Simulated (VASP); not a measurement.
# Mg (Im-3m) in VASP: notebook

One crystal, Mg, is run at these levels: BLYP; tasks: single point.

All numbers are computed with VASP 6.6.1; they aren't measurements. Logs are shortened: lines on timing, memory, paths and dates and some standing lists are left out, and cuts for length are marked.

## 1. Starting point

It takes space group Im-3m (No. 229, cubic). The conventional cell has a = 3.609 Å, b = 3.609 Å, c = 3.609 Å, α = 90.00°, β = 90.00°, γ = 90.00°. Mg (site symmetry m-3m) has 8 Mg at 3.13 Å as nearest neighbours.

This isn't the form of Mg at room conditions, which is hcp.

## 2. Single point, BLYP

Contents of INCAR:

```
SYSTEM = Mg
AGGAC = 1.0
AGGAX = 1.0
ALDAC = 0.0
ALDAX = 1.0
ALGO = Fast
EDIFF = 1E-7
ENCUT = 520
GGA = B5
ISIF = 2
ISMEAR = -1
LASPH = .TRUE.
LCHARG = .TRUE.
LELF = .TRUE.
LREAL = .FALSE.
LVHAR = .TRUE.
LWAVE = .FALSE.
NBANDS = 7
NELM = 60
PREC = Accurate
SIGMA = 0.1
```

Contents of KPOINTS:

```
k-points
0
G
  20 20 20
  0 0 0
```

Contents of POSCAR:

```
Mg
1.0
   -1.8044316261      1.8044316261      1.8044316261
    1.8044316261     -1.8044316261      1.8044316261
    1.8044316261      1.8044316261     -1.8044316261
Mg
1
Direct
    0.0000000000      0.0000000000      0.0000000000
```

Potentials or basis: VASP PAW PBE potentials, release 64 (Mg).

Run with:

```console
$ cat potpaw_PBE.64/Mg/POTCAR > POTCAR
$ mpirun -np 1 vasp_std > vasp.out
```

OUTCAR:

```text
SYSTEM = Mg
   EDIFF = 1E-7
   ENCUT = 520
   GGA = B5
   ISIF = 2
   ISMEAR = -1
   LASPH = .TRUE.
   LREAL = .FALSE.
   NELM = 60
   PREC = Accurate

 ion  position               nearest neighbor table
   1  0.000  0.000  0.000-

  LATTYP: Found a body centered cubic cell.
 ALAT       =     3.6088632522

  Lattice vectors:

 A1 = (  -1.8044316261,   1.8044316261,   1.8044316261)
 A2 = (   1.8044316261,  -1.8044316261,   1.8044316261)
 A3 = (   1.8044316261,   1.8044316261,  -1.8044316261)

Analysis of symmetry for initial positions (statically):
=====================================================================
 Subroutine PRICEL returns:
 Original cell was already a primitive cell.

 Routine SETGRP: Setting up the symmetry group for a
 body centered cubic supercell.

 Subroutine GETGRP returns: Found 48 space group operations
 (whereof 48 operations were pure point group operations)
 out of a pool of 48 trial point group operations.

The static configuration has the point symmetry O_h .

Analysis of symmetry for dynamics (positions and initial velocities):
=====================================================================
 Subroutine PRICEL returns:
 Original cell was already a primitive cell.

 Routine SETGRP: Setting up the symmetry group for a
 body centered cubic supercell.

 Subroutine GETGRP returns: Found 48 space group operations
 (whereof 48 operations were pure point group operations)
 out of a pool of 48 trial point group operations.

The dynamic configuration has the point symmetry O_h .

 Subroutine INISYM returns: Found 48 space group operations
 (whereof 48 operations are pure point group operations),
 and found     1 'primitive' translations

----------------------------------------------------------------------------------------

                                     Primitive cell

  volume of cell :      23.5007

  direct lattice vectors                    reciprocal lattice vectors
    -1.804431626  1.804431626  1.804431626     0.000000000  0.277095564  0.277095564
     1.804431626 -1.804431626  1.804431626     0.277095564  0.000000000  0.277095564
     1.804431626  1.804431626 -1.804431626     0.277095564  0.277095564  0.000000000

  length of vectors
     3.125367255  3.125367255  3.125367255     0.391872305  0.391872305  0.391872305

  position of ions in fractional coordinates (direct lattice)
     0.000000000  0.000000000  0.000000000

  ion indices of the primitive-cell ions
   primitive index   ion index
                 1           1

----------------------------------------------------------------------------------------

 KPOINTS: k-points

Automatic generation of k-mesh.
 Grid dimensions read from file:
 generate k-points for:   20   20   20

 Generating k-lattice:

  Cartesian coordinates                     Fractional coordinates (reciprocal lattice)
     0.000000000  0.013854778  0.013854778     0.050000000  0.000000000  0.000000000
     0.013854778  0.000000000  0.013854778     0.000000000  0.050000000  0.000000000
     0.013854778  0.013854778  0.000000000     0.000000000  0.000000000  0.050000000

  Length of vectors
     0.019593615  0.019593615  0.019593615

  Shift w.r.t. Gamma in fractional coordinates (k-lattice)
     0.000000000  0.000000000  0.000000000

 Subroutine IBZKPT returns following result:
 ===========================================

 Found    256 irreducible k-points:

 Following reciprocal coordinates:
            Coordinates               Weight
  0.000000  0.000000  0.000000      1.000000
  0.050000  0.000000  0.000000     12.000000
  0.100000  0.000000  0.000000     12.000000
  0.150000  0.000000  0.000000     12.000000
  0.200000  0.000000  0.000000     12.000000
  0.250000  0.000000  0.000000     12.000000
[... 16 lines left out ...]
  0.200000  0.100000  0.000000     48.000000
  0.250000  0.100000  0.000000     48.000000
 [... further k-points ...]
   k-points           NKPTS =    256   k-points in BZ     NKDIM =    256   number of bands    NBANDS=      7
   number of dos      NEDOS =    301   number of ions     NIONS =      1
   total plane-waves  NPLWV =  13824
   dimension x,y,z NGX =    24 NGY =   24 NGZ =   24
   dimension x,y,z NGXF=    48 NGYF=   48 NGZF=   48
   ions per type =               1
   NGX,Y,Z   is equivalent  to a cutoff of  12.77, 12.77, 12.77 a.u.
   NGXF,Y,Z  is equivalent  to a cutoff of  25.53, 25.53, 25.53 a.u.
 SYSTEM =  Mg
   PREC   = accura    normal or accurate (medium, high low for compatibility)
   ISTART =      0    job   : 0-new  1-cont  2-samecut
   ICHARG =      2    charge: 1-file 2-atom 10-const
   ISPIN  =      1    spin polarized calculation?
   LNONCOLLINEAR =      F non collinear calculations
   LSORBIT =      F    spin-orbit coupling
   LASPH  =      T    aspherical Exc in radial PAW
   ENCUT  =  520.0 eV  38.22 Ry    6.18 a.u.   5.81  5.81  5.81*2*pi/ulx,y,z
   NELM   =     60;   NELMIN=  2; NELMDL= -5     # of ELM steps
   EDIFF  = 0.1E-06   stopping-criterion for ELM
   LREAL  =      F    real-space projection
   EDIFFG = 0.1E-05   stopping-criterion for IOM
   NSW    =      0    number of steps for IOM
   IBRION =     -1    ionic relax: 0-MD 1-quasi-New 2-CG
   NFREE  =      0    steps in history (QN), initial steepest desc. (CG)
   ISIF   =      2    stress and relaxation
   ISYM   =      2    0-nonsym 1-usesym 2-fastsym
   POTIM  = 0.5000    time-step for ionic-motion
   TEBEG  =    0.0;   TEEND  =   0.0 temperature during run
   PSTRESS=    0.0 pullay stress
   NELECT =       2.0000    total number of electrons
   NUPDOWN=      -1.0000    fix difference up-down
   EMIN   =  10.00;   EMAX   =-10.00  energy-range for DOS
   EFERMI =   0.00;   METHOD = LEGACY
   ISMEAR =    -1;   SIGMA  =   0.10  broadening in eV -4-tet -1-fermi 0-gaus
   EFERMI_NEDOS =   21; number of points for ismear=-14 and -15
   IALGO  =     68    algorithm
   IMIX   =      4    mixing-type and parameters
     AMIX     =   0.40;   BMIX     =  1.00
     AMIX_MAG =   1.60;   BMIX_MAG =  1.00
  volume/ion in A,a.u.               =      23.50       158.59
  Fermi-wavevector in a.u.,A,eV,Ry     =   0.720097  1.360786  7.055163  0.518540
  Thomas-Fermi vector in A             =   1.809462
   LORBIT       =      0    0 simple, 1 ext, 2 COOP (PROOUT), +10 PAW based schemes
   GGA     = B5    functional components
   LHFCALC =     F    Hartree Fock is set to
   AEXX    =    0.0000 exact exchange contribution
   IVDW    =     0    specifies the selected vdW correction
   LEPSILON=     F    determine dielectric tensor
   LRPA    =     F    only Hartree local field effects (RPA)
 non-spin polarized calculation
 RMM-DIIS sequential band-by-band and
  energy-cutoff  :      520.00
  volume of cell :       23.50
 maximum number of plane-waves:       682
   NGX = 11   NGY = 11   NGZ = 11

 number of electron       2.0000000 magnetization

 Free energy of the ion-electron system (eV)
  ---------------------------------------------------
  ext. energy  EPLUGINS =         0.00000000
  ---------------------------------------------------
  free energy    TOTEN  =        -0.71912007 eV

  energy without entropy =       -0.70503036  energy(sigma->0) =       -0.71207522

 E-fermi :   2.9904     XC(G=0):  -7.9853

 val. band max:        2.9792504760   @ k =  -0.4000  -0.4500   0.0500
 cond. band min:       2.9967964950   @ k =   0.3500   0.1500   0.1500
 fundamental gap:      0.0175460190
 Fermi energy:         2.9904084790

 k-point     1 :       0.0000    0.0000    0.0000
  band No.  band energies     occupation
      1      -3.8667      2.00000
      2      15.7381      0.00000
      3      15.7381      0.00000
      4      15.7381      0.00000
      5      17.4717      0.00000
      6      17.4717      0.00000
      7      17.4717      0.00000

 k-point     2 :       0.0500    0.0000    0.0000
  band No.  band energies     occupation
      1      -3.8088      2.00000
      2      15.0005      0.00000
      3      15.3804      0.00000
      4      15.4473      0.00000
      5      16.9415      0.00000
      6      17.2618      0.00000
      7      17.6722      0.00000

 k-point     3 :       0.1000    0.0000    0.0000
  band No.  band energies     occupation
      1      -3.6351      2.00000
      2      13.4639      0.00000
      3      14.7426      0.00000
      4      14.8164      0.00000
      5      16.1805      0.00000
      6      16.7495      0.00000
      7      17.9291      0.00000

 k-point     4 :       0.1500    0.0000    0.0000
  band No.  band energies     occupation
      1      -3.3464      2.00000
      2      11.7763      0.00000
      3      14.1123      0.00000
      4      14.1184      0.00000
      5      15.4589      0.00000
      6      16.2682      0.00000
      7      18.2885      0.00000

 k-point     5 :       0.2000    0.0000    0.0000
  band No.  band energies     occupation
      1      -2.9435      2.00000
      2      10.1080      0.00000
      3      13.4608      0.00000
      4      13.5486      0.00000
      5      14.8188      0.00000
      6      15.7924      0.00000
      7      18.7386      0.00000

 k-point     6 :       0.2500    0.0000    0.0000
  band No.  band energies     occupation
      1      -2.4279      2.00000
      2       8.5039      0.00000
      3      12.8825      0.00000
      4      13.0663      0.00000
      5      14.2721      0.00000
      6      15.3414      0.00000
      7      19.2325      0.00000

 k-point     7 :       0.3000    0.0000    0.0000
  band No.  band energies     occupation
      1      -1.8013      2.00000
      2       6.9798      0.00000
      3      12.3995      0.00000
      4      12.6703      0.00000
      5      13.8230      0.00000
      6      14.9400      0.00000
      7      19.7109      0.00000
[... 121 lines left out ...]
 k-point    20 :       0.4500    0.0500    0.0000
  band No.  band energies     occupation
      1       1.2502      2.00000
      2       2.4323      1.99249
      3      10.7260      0.00000
      4      11.9076      0.00000
      5      13.4087      0.00000
      6      14.8084      0.00000
      7      21.2572      0.00000

 k-point    21 :       0.1000    0.1000    0.0000
  band No.  band energies     occupation
      1      -3.1735      2.00000
      2      11.7221      0.00000
      3      12.1083      0.00000
      4      13.9143      0.00000
      5      16.1159      0.00000
      6      16.5169      0.00000
      7      18.5524      0.00000

 k-point    22 :       0.1500    0.1000   -0.0000
  band No.  band energies     occupation
      1      -2.7713      2.00000
      2      10.2131      0.00000
      3      11.3157      0.00000
      4      13.3398      0.00000
      5      15.7061      0.00000
      6      16.6083      0.00000
      7      18.2473      0.00000

 k-point    23 :       0.2000    0.1000    0.0000
  band No.  band energies     occupation
      1      -2.2566      2.00000
      2       8.6376      0.00000
      3      10.7356      0.00000
      4      12.8286      0.00000
      5      15.2200      0.00000
      6      16.7200      0.00000
      7      18.1199      0.00000

 k-point    24 :       0.2500    0.1000    0.0000
  band No.  band energies     occupation
      1      -1.6311      2.00000
      2       7.1264      0.00000
      3      10.2649      0.00000
      4      12.4002      0.00000
      5      14.7909      0.00000
      6      16.6433      0.00000
      7      18.3447      0.00000

 [... further k-points ...]

------------------------ aborting loop because EDIFF is reached ----------------------------------------

  FORCE on cell =-STRESS in cart. coord.  units (eV):
  Direction    XX          YY          ZZ          XY          YZ          ZX
  --------------------------------------------------------------------------------------
  -------------------------------------------------------------------------------------
  Total       -0.0057693     -0.0057693     -0.0057693      0.0000000      0.0000000      0.0000000
  in kB       -0.3933271     -0.3933271     -0.3933271      0.0000000      0.0000000      0.0000000
  external PRESSURE =      -0.3933271 kB  Pullay stress =       0.0000000 kB

 VOLUME and BASIS-vectors are now :
 -----------------------------------------------------------------------------
  energy-cutoff  :      520.00
  volume of cell :       23.50
      direct lattice vectors                 reciprocal lattice vectors
    -1.804431626  1.804431626  1.804431626     0.000000000  0.277095564  0.277095564
     1.804431626 -1.804431626  1.804431626     0.277095564  0.000000000  0.277095564
     1.804431626  1.804431626 -1.804431626     0.277095564  0.277095564  0.000000000

 POSITION                                       TOTAL-FORCE (eV/Angst)
 -----------------------------------------------------------------------------------
      0.00000      0.00000      0.00000         0.000000      0.000000      0.000000
 -----------------------------------------------------------------------------------
    total drift:                                0.000000     -0.000000     -0.000000

  FREE ENERGIE OF THE ION-ELECTRON SYSTEM (eV)
  ---------------------------------------------------
  free  energy   TOTEN  =        -0.7191200741 eV

  energy  without entropy=       -0.7050303634  energy(sigma->0) =       -0.71207522
```

It took 18 s on 1 thread of Intel Xeon Platinum 8559C (Emerald Rapids), shared host; peak memory 0.16 GiB.

Results:

| Property | Result |
| --- | --- |
| Free energy | -0.7191 eV |
| Pressure | 0.0 GPa |
| Band gap on the k mesh | none (metal or under the smearing width) |

Caveat: the PAW data sets were made with another functional, which shifts forces and pressure a little.

## 3. Single point, BLYP

This run uses another cell than the first one, of 24.44 Å³/atom, 1.040 times its volume.

Contents of INCAR:

```
PREC = Accurate
ENCUT = 520
EDIFF = 1E-6
ISMEAR = -1
SIGMA = 0.1
LREAL = False
LASPH = True
NELM = 80
ALGO = Normal
ISIF = 2
LWAVE = False
LCHARG = True
GGA = B5
ALDAX = 1.0
AGGAX = 1.0
AGGAC = 1.0
ALDAC = 0.0
LELF = True
LVHAR = True
NBANDS = 7
```

Contents of KPOINTS:

```
regular mesh
0
Gamma
  14 14 14
```

Contents of POSCAR:

```
Mg
1.0
   -1.8281768705      1.8281768705      1.8281768705
    1.8281768705     -1.8281768705      1.8281768705
    1.8281768705      1.8281768705     -1.8281768705
Mg
1
Direct
    0.0000000000      0.0000000000      0.0000000000
```

Potentials or basis: VASP PAW PBE potentials, release 64 (Mg).

Run with:

```console
$ cat potpaw_PBE.64/Mg/POTCAR > POTCAR
$ mpirun -np 1 vasp_std > vasp.out
```

It took 11 s on 1 thread of Intel Xeon Platinum 8559C (Emerald Rapids), shared host; peak memory 0.14 GiB.

It converged, with:

| Item | Value |
| --- | --- |
| Free energy | -0.7157 eV |
| Pressure | -1.1 GPa |
| Band gap on the k mesh | none (metal or under the smearing width) |

Levels at points of the mesh, in eV from the Fermi level:
| k point | band 1 | band 2 | band 3 | band 4 | band 5 |
| --- | --- | --- | --- | --- | --- |
| (0.00, 0.00, 0.00) | -6.69 | 12.49 | 12.49 | 12.49 | 13.97 |
| (0.50, 0.00, 0.00) | -1.35 | -1.00 | 8.40 | 8.68 | 9.78 |
| (0.50, 0.50, 0.50) | 3.61 | 3.61 | 3.61 | 4.10 | 4.10 |

Caveat: the PAW data sets were made with another functional, which shifts forces and pressure a little.

## 4. Single point, BLYP

This run uses another cell than the first one, of 20.68 Å³/atom, 0.880 times its volume.

Contents of INCAR:

```
PREC = Accurate
ENCUT = 520
EDIFF = 1E-6
ISMEAR = -1
SIGMA = 0.1
LREAL = False
LASPH = True
NELM = 60
ALGO = Fast
ISIF = 2
LWAVE = False
LCHARG = False
GGA = B5
ALDAX = 1.0
AGGAX = 1.0
AGGAC = 1.0
ALDAC = 0.0
NBANDS = 7
```

KPOINTS is that of step 3.

Contents of POSCAR:

```
Mg
1.0
   -1.7291579048      1.7291579048      1.7291579048
    1.7291579048     -1.7291579048      1.7291579048
    1.7291579048      1.7291579048     -1.7291579048
Mg
1
Direct
    0.0000000000      0.0000000000      0.0000000000
```

Run with:

```console
$ cat potpaw_PBE.64/Mg/POTCAR > POTCAR
$ mpirun -np 1 vasp_std > vasp.out
```

It took 11 s on 1 thread of Intel Xeon Platinum 8559C (Emerald Rapids), shared host; peak memory 0.14 GiB.

Results (log left out):

- Free energy: -0.6800 eV
- Pressure: 5.0 GPa
- Band gap on the k mesh: none (metal or under the smearing width)

Levels at points of the mesh, in eV from the Fermi level:
| k point | band 1 | band 2 | band 3 | band 4 | band 5 |
| --- | --- | --- | --- | --- | --- |
| (0.00, 0.00, 0.00) | -7.45 | 13.61 | 13.61 | 13.61 | 15.84 |
| (0.50, 0.00, 0.00) | -1.64 | -0.98 | 8.97 | 10.00 | 10.87 |
| (0.50, 0.50, 0.50) | 4.08 | 4.08 | 4.10 | 4.10 | 4.10 |

Caveat: the PAW data sets were made with another functional, which shifts forces and pressure a little.

## 5. The runs side by side

| cell | k mesh | gap on the mesh (eV) | pressure (GPa) |
| --- | --- | --- | --- |
| Im-3m, 23.5 Å³/atom | 20 × 20 × 20 | none | 0.0 |
| Im-3m, 24.44 Å³/atom | 14 × 14 × 14 | none | -1.1 |
| Im-3m, 20.68 Å³/atom | 14 × 14 × 14 | none | 5.0 |

Alike in all rows: task single point; level BLYP; potentials or basis VASP PAW PBE potentials, release 64 (Mg); no spin polarisation; cutoff (eV) 520; smearing fermi-dirac 0.1 eV.

Every run on the cell as given and a fine mesh finds a metal.

Caveats: the PAW data sets were made with another functional, which shifts forces and pressure a little.

Total energies depend on the potentials used, so only differences within one code and one set of settings carry meaning.
